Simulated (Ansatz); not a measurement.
Here is an Ansatz 0.2.0 calculation.

File input.yaml:

```yaml
crystal:
  lattice:
    - [0.0, 2.5663, 2.5663]
    - [2.5663, 0.0, 2.5663]
    - [2.5663, 2.5663, 0.0]
  atoms:
    - { symbol: Sr, position: [0.5, 0.5, 0.5] }
    - { symbol: O, position: [0.0, 0.0, 0.0] }
kpoints:
  mp_grid: { grid: [9, 9, 9] }
scf:
  occupations: { method: gaussian, width: 0.015 }
hamiltonian:
  xc: pbe
  pseudopotentials: { kind: all_electron, lapw: { basis_error: 0.001 } }
output:
  forces: true
  stress: true
  eigenvalues: true
```

Potentials or basis: all-electron LAPW, scalar-relativistic.

Launch:

```bash
$ ansatz run input.yaml --threads 1 --pin off --max-ram 3072MiB --backend cpu --events-out ev --progress --plain --runs-dir out
```

Problem. Predict the band gap on the k mesh.

Solution. 3.37 eV, indirect (least direct gap 3.45 eV).

Problem. What does it give for the pressure?

Solution. 3.3 GPa.

Caveat: an odd mesh through Γ misses points on the zone boundary, where band edges often lie.
